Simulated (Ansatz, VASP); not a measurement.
# Ni in VASP and in Ansatz

```
Ni
1.0
     0.00000    1.73157    1.73157
     1.73157    0.00000    1.73157
     1.73157    1.73157    0.00000
Ni
1
Direct
  0.00000 0.00000 0.00000
```

Alike in both runs: functional PBEsol; k mesh 20 × 20 × 20; occupations gaussian, width 0.1 eV; collinear spin.

Ansatz relaxed the structure, and its values are those at the end. VASP's run is a single point on that final structure, the one shown.

|  | VASP | Ansatz |
| --- | --- | --- |
| version | VASP 6.6.1 | Ansatz 0.2.0 |
| potentials or method | VASP PAW PBE potentials, release 64 (Ni) | scalar-relativistic, plane waves, PAW |
| plane-wave cutoff (eV) | 520 | 420 |
| valence electrons in the cell | 10 | 18 |

Ansatz gave:

- gap on the k mesh at the Fermi level (eV): none
- pressure (GPa): 0.0
- net moment per atom (μB): 0.63
- size of the moment on the site where the two differ most (μB): 0.67

Q: Which values does VASP return?

A: gap on the k mesh at the Fermi level (eV): none; pressure (GPa): -0.1; net moment per atom (μB): 0.62; size of the moment on the site where the two differ most (μB): 0.63.

Site moments also hang on the region over which each program counts them. A gap of «none» marks a metal or a gap that the smearing closes. With one functional, cell and mesh, what is left measures potentials, basis and numerics. The two sets of potentials don't hold the same shells in valence.

Caveats: the PAW data sets were made with another functional, which shifts forces and pressure a little (VASP).
